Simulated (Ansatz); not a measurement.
**Band structure of FeCo**

```
Fe Co
1.0
     2.85700    0.00000    0.00000
     0.00000    2.85700    0.00000
     0.00000    0.00000    2.85700
Fe Co
1 1
Direct
  0.50000 0.50000 0.50000
  0.00000 0.00000 0.00000
```

Atom numbers follow the list: Fe1, Co2.

The cell comes from COD entry 9004229, which wasn't checked; take it as a given geometry.

Other magnetic orders may lie lower; this is the state that the run reached.

Method: Ansatz 0.2.0, DFT, PBE, all-electron LAPW, scalar-relativistic.

The runs use a Γ-centred 11×11×11 k mesh, Fermi–Dirac smearing of 0.05 eV, basis error target 1 meV/atom, spin-polarised from start moments Fe1 3, Co2 2 μB, ending with a cell moment of 4.52 μB.

Points in fractions of the reciprocal vectors of this cell: Γ (0, 0, 0), X (0, 0.5, 0), M (0.5, 0.5, 0), R (0.5, 0.5, 0.5). The path joins them by straight lines in the order Γ–X–M–Γ–R–X–R–M; legs that retrace an earlier one aren't tabulated. Energies are in eV from the Fermi level.

Question: List the spin-up levels at X between -20 and 6 eV.

Answer: -5.35, -5.30, -3.75, -3.71, -2.80 (×2), -2.60 (×2), -2.10, -1.98, -0.99, -0.69.

Question: List the spin-down levels at M between -20 and 6 eV.

Answer: -4.18 (×2), -2.31 (×2), -0.20 (×2), 0.52, 0.61, 0.78, 1.47, 1.70 (×2).

Question: List the spin-up levels at Γ between -20 and 6 eV.

Answer: -9.07, -5.40 (×2), -3.11 (×3), -2.05 (×2), -0.93 (×3).

Question: What is the band gap?

Answer: none: bands cross the Fermi level, a metal.
